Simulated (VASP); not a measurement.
Input and output of a VASP r²SCAN single-point calculation on AgCl (zincblende)

INCAR

```
LCHARG = .TRUE.
LWAVE = .FALSE.
ALGO = Normal
NSW = 0
LREAL = .FALSE.
NELM = 120
LASPH = .TRUE.
NBANDS = 16
ISMEAR = 0
LELF = .TRUE.
IBRION = -1
METAGGA = R2SCAN
PREC = Accurate
ISIF = 2
SIGMA = 0.01
EDIFF = 1E-7
ENCUT = 520
```

KPOINTS

```
KPOINTS created by Atomic Simulation Environment
0
Gamma
8 8 8
0 0 0
```

KPOINTS_OPT

```
special points
6
Reciprocal
0.0000000000 0.0000000000 0.0000000000 1
0.5000000000 0.0000000000 0.5000000000 1
0.5000000000 0.2500000000 0.7500000000 1
0.3750000000 0.3750000000 0.7500000000 1
0.5000000000 0.5000000000 0.5000000000 1
0.6250000000 0.2500000000 0.6250000000 1
```

POSCAR

```
Ag Cl
 1.0000000000000000
    -0.0000000000000000    2.9932461610011161    2.9932461610011161
     2.9932461610011161   -0.0000000000000000    2.9932461610011161
     2.9932461610011161    2.9932461610011161    0.0000000000000000
 Ag  Cl
   1   1
Cartesian
  0.0000000000000000  0.0000000000000000  0.0000000000000000
  1.4966230805005580  1.4966230805005580  1.4966230805005580
```

VASP ran with the recommended PBE PAW datasets (18 valence electrons in the cell).

Command

```
mpirun -np 1 vasp_std
```

OSZICAR

```
N       E                     dE             d eps       ncg     rms          rms(c)
DAV:   1     0.738922399619E+02    0.73892E+02   -0.84457E+03   936   0.100E+03
DAV:   2    -0.294986117341E+02   -0.10339E+03   -0.96043E+02  1136   0.219E+02
DAV:   3    -0.337219299769E+02   -0.42233E+01   -0.42137E+01  1288   0.464E+01
DAV:   4    -0.337568057886E+02   -0.34876E-01   -0.34873E-01  1112   0.447E+00
DAV:   5    -0.337574355673E+02   -0.62978E-03   -0.62977E-03  1224   0.614E-01    0.572E+00
DAV:   6    -0.286194352555E+02    0.51380E+01   -0.35819E+00   928   0.205E+01    0.639E+00
DAV:   7    -0.285585080562E+02    0.60927E-01   -0.16941E-01  1168   0.404E+00    0.431E+00
DAV:   8    -0.285430743934E+02    0.15434E-01   -0.12731E-01  1048   0.408E+00    0.720E-01
DAV:   9    -0.285444119907E+02   -0.13376E-02   -0.61981E-03  1264   0.784E-01    0.355E-01
DAV:  10    -0.285439038107E+02    0.50818E-03   -0.14895E-03  1104   0.423E-01    0.139E-01
DAV:  11    -0.285439449846E+02   -0.41174E-04   -0.88450E-04  1192   0.262E-01    0.491E-02
DAV:  12    -0.285439486695E+02   -0.36849E-05   -0.26613E-05  1208   0.711E-02    0.292E-02
DAV:  13    -0.285439455025E+02    0.31670E-05   -0.27967E-05  1064   0.454E-02    0.456E-03
DAV:  14    -0.285439452353E+02    0.26716E-06   -0.53322E-07  1088   0.817E-03    0.237E-03
DAV:  15    -0.285439449449E+02    0.29038E-06   -0.27018E-07  1104   0.504E-03    0.848E-04
DAV:  16    -0.285439449811E+02   -0.36150E-07   -0.17249E-08   568   0.148E-03
   1 F= -.28543945E+02 E0= -.28543945E+02  d E =-.239680E-20
       N       E                     dE             ncg
DAV:   1     0.124993308418E+04   -0.27518E+04      192
DAV:   2     0.603506010600E+03   -0.64643E+03      248
DAV:   3     0.579693212138E+03   -0.23813E+02      240
DAV:   4     0.579488085329E+03   -0.20513E+00      256
DAV:   5     0.579484284874E+03   -0.38005E-02      232
DAV:   6     0.579484188658E+03   -0.96217E-04      280
DAV:   7     0.579484185877E+03   -0.27805E-05      216
DAV:   8     0.579484185801E+03   -0.76528E-07      256
```

From OUTCAR

```
k-points           NKPTS =     29   k-points in BZ     NKDIM =     29   number of bands    NBANDS=     16

   NELECT =      18.0000    total number of electrons

   dimension x,y,z NGX =    32 NGY =   32 NGZ =   32
   dimension x,y,z NGXF=    64 NGYF=   64 NGZF=   64

  energy-cutoff  :      520.00
  volume of cell :       53.64
      direct lattice vectors                 reciprocal lattice vectors
     0.000000000  2.993246161  2.993246161    -0.167042727  0.167042727  0.167042727
     2.993246161  0.000000000  2.993246161     0.167042727 -0.167042727  0.167042727
     2.993246161  2.993246161  0.000000000     0.167042727  0.167042727 -0.167042727

 k-points in reciprocal lattice and weights: KPOINTS created by Atomic Simulation Env
   0.00000000  0.00000000  0.00000000       0.002
   0.12500000  0.00000000  0.00000000       0.016
   0.25000000  0.00000000  0.00000000       0.016
   0.37500000  0.00000000  0.00000000       0.016
   0.50000000  0.00000000  0.00000000       0.008
   0.12500000  0.12500000  0.00000000       0.012
   0.25000000  0.12500000  0.00000000       0.047
   0.37500000  0.12500000  0.00000000       0.047
   ...

 E-fermi :   1.5326

 k-point     1 :       0.0000    0.0000    0.0000
  band No.  band energies     occupation
      1     -14.0608      2.00000
      2      -2.7494      2.00000
      3      -2.7494      2.00000
      4      -2.7494      2.00000
      5      -0.6562      2.00000
      6      -0.6562      2.00000
      7       1.4716      2.00000
      8       1.4716      2.00000
      9       1.4716      2.00000
     10       3.0713      0.00000
     11      10.1422      0.00000
     12      10.1422      0.00000
     13      10.1422      0.00000
     14      14.6685      0.00000
     15      14.6695      0.00000
     16      14.6695      0.00000

 k-point     2 :       0.1250    0.0000    0.0000
  band No.  band energies     occupation
      1     -14.0352      2.00000
      2      -2.7884      2.00000
      3      -2.7186      2.00000
      4      -2.7186      2.00000
      5      -0.6606      2.00000
      6      -0.6606      2.00000
      7       1.0902      2.00000
      8       1.3967      2.00000
      9       1.3967      2.00000
     10       3.5684      0.00000
     11       9.6094      0.00000
     12      10.2880      0.00000
     13      10.2880      0.00000
     14      14.0536      0.00000
     15      14.0536      0.00000
     16      14.9372      0.00000

 k-point     3 :       0.2500    0.0000    0.0000
  band No.  band energies     occupation
      1     -13.9727      2.00000
      2      -2.8440      2.00000
      3      -2.6459      2.00000
      4      -2.6459      2.00000
      5      -0.6551      2.00000
      6      -0.6551      2.00000
      7       0.3955      2.00000
      8       1.2049      2.00000
      9       1.2049      2.00000
     10       4.5326      0.00000
     11       8.8249      0.00000
     12      10.5033      0.00000
     13      10.5033      0.00000
     14      13.7776      0.00000
     15      13.7776      0.00000
     16      14.1365      0.00000

 k-point     4 :       0.3750    0.0000    0.0000
  band No.  band energies     occupation
      1     -13.9094      2.00000
      2      -2.8350      2.00000
      3      -2.5767      2.00000
      4      -2.5767      2.00000
      5      -0.6184      2.00000
      6      -0.6184      2.00000
      7      -0.2346      2.00000
      8       0.9900      2.00000
      9       0.9900      2.00000
     10       5.3768      0.00000
     11       8.4640      0.00000
     12      10.4832      0.00000
     13      10.4832      0.00000
     14      13.7301      0.00000
     15      14.5181      0.00000
     16      14.5181      0.00000

 k-point     5 :       0.5000    0.0000    0.0000
  band No.  band energies     occupation
      1     -13.8830      2.00000
      2      -2.8055      2.00000
      3      -2.5495      2.00000
      4      -2.5495      2.00000
      5      -0.5900      2.00000
      6      -0.5900      2.00000
      7      -0.5022      2.00000
      8       0.8905      2.00000
      9       0.8905      2.00000
     10       5.6796      0.00000
     11       8.4572      0.00000
     12      10.4216      0.00000
     13      10.4216      0.00000
     14      13.6859      0.00000
     15      15.5001      0.00000
     16      15.5002      0.00000

 k-point     6 :       0.1250    0.1250    0.0000
  band No.  band energies     occupation
      1     -14.0267      2.00000
      2      -2.8269      2.00000
      3      -2.6934      2.00000
      4      -2.6934      2.00000
      5      -0.6927      2.00000
      6      -0.6343      2.00000
      7       1.1453      2.00000
      8       1.2842      2.00000
      9       1.2842      2.00000
     10       3.7255      0.00000
     11       9.4467      0.00000
     12      10.3649      0.00000
     13      10.3649      0.00000
     14      12.9724      0.00000
     15      14.7094      0.00000
     16      15.9087      0.00000

 k-point     7 :       0.2500    0.1250    0.0000
  band No.  band energies     occupation
      1     -13.9766      2.00000
      2      -2.8820      2.00000
      3      -2.6320      2.00000
      4      -2.6193      2.00000
      5      -0.7132      2.00000
      6      -0.6142      2.00000
      7       0.6100      2.00000
      8       1.0689      2.00000
      9       1.1574      2.00000
     10       4.5191      0.00000
     11       8.8566      0.00000
     12      10.3880      0.00000
     13      10.6295      0.00000
     14      12.5159      0.00000
     15      14.5280      0.00000
     16      15.5521      0.00000

 k-point     8 :       0.3750    0.1250    0.0000
  band No.  band energies     occupation
      1     -13.9136      2.00000
      2      -2.8620      2.00000
      3      -2.5766      2.00000
      4      -2.5422      2.00000
      5      -0.6829      2.00000
      6      -0.5876      2.00000
      7      -0.0512      2.00000
      8       0.8582      2.00000
      9       0.9461      2.00000
     10       5.4601      0.00000
     11       8.4643      0.00000
     12      10.0802      0.00000
     13      10.7229      0.00000
     14      13.1558      0.00000
     15      14.9266      0.00000
     16      15.0318      0.00000

 k-point     9 :       0.5000    0.1250    0.0000
  band No.  band energies     occupation
      1     -13.8749      2.00000
      2      -2.7788      2.00000
      3      -2.5592      2.00000
      4      -2.5085      2.00000
      5      -0.6313      2.00000
      6      -0.5851      2.00000
      7      -0.4532      2.00000
      8       0.7319      2.00000
      9       0.7876      2.00000
     10       6.0134      0.00000
     11       8.3804      0.00000
     12       9.9750      0.00000
     13      10.6464      0.00000
     14      13.8614      0.00000
     15      15.1437      0.00000
     16      15.5308      0.00000

 k-point    10 :      -0.3750    0.1250    0.0000
  band No.  band energies     occupation
      1     -13.8837      2.00000
      2      -2.7724      2.00000
      3      -2.5754      2.00000
      4      -2.5340      2.00000
      5      -0.6391      2.00000
      6      -0.6019      2.00000
      7      -0.3502      2.00000
      8       0.6612      2.00000
      9       0.9230      2.00000
     10       5.9121      0.00000
     11       8.4437      0.00000
     12       9.8756      0.00000
     13      10.6470      0.00000
     14      14.2906      0.00000
     15      14.4476      0.00000
     16      15.3984      0.00000

 k-point    11 :      -0.2500    0.1250    0.0000
  band No.  band energies     occupation
      1     -13.9346      2.00000
      2      -2.8352      2.00000
      3      -2.6041      2.00000
      4      -2.6036      2.00000
      5      -0.6896      2.00000
      6      -0.6036      2.00000
      7       0.1586      2.00000
      8       0.7962      2.00000
      9       1.1601      2.00000
     10       5.1752      0.00000
     11       8.6948      0.00000
     12       9.9143      0.00000
     13      10.7036      0.00000
     14      13.2448      0.00000
     15      14.4862      0.00000
     16      15.2150      0.00000

 k-point    12 :      -0.1250    0.1250    0.0000
  band No.  band energies     occupation
      1     -13.9973      2.00000
      2      -2.8328      2.00000
      3      -2.6808      2.00000
      4      -2.6608      2.00000
      5      -0.6900      2.00000
      6      -0.6350      2.00000
      7       0.7579      2.00000
      8       1.0870      2.00000
      9       1.3495      2.00000
     10       4.2026      0.00000
     11       9.1690      0.00000
     12      10.1928      0.00000
     13      10.5156      0.00000
     14      13.2313      0.00000
     15      13.9843      0.00000
     16      15.8608      0.00000

 ...

  Total       -0.0257841     -0.0257841     -0.0257841      0.0000000      0.0000000      0.0000000
  in kB       -0.7702028     -0.7702028     -0.7702028      0.0000000      0.0000000      0.0000000
  external PRESSURE =      -0.7702028 kB  Pullay stress =       0.0000000 kB

 POSITION                                       TOTAL-FORCE (eV/Angst)
 -----------------------------------------------------------------------------------
      0.00000      0.00000      0.00000        -0.000000     -0.000000     -0.000000
      1.49662      1.49662      1.49662         0.000000      0.000000      0.000000
 -----------------------------------------------------------------------------------
    total drift:                                0.000006      0.000006      0.000006

  FREE ENERGIE OF THE ION-ELECTRON SYSTEM (eV)
  ---------------------------------------------------
  free  energy   TOTEN  =       -28.5439449811 eV

  energy  without entropy=      -28.5439449811  energy(sigma->0) =      -28.54394498
```

```yaml
gap_between_bands_v_and_c: 1.60 eV
least_direct_gap: 1.60 eV
pressure: -0.1 GPa
```

Band v is the last that the valence electrons fill when counted band by band, and c is the next.

The run took about 78 s on one core of a shared host (Intel Xeon Platinum 8488C) and held 0.19 GiB at most.
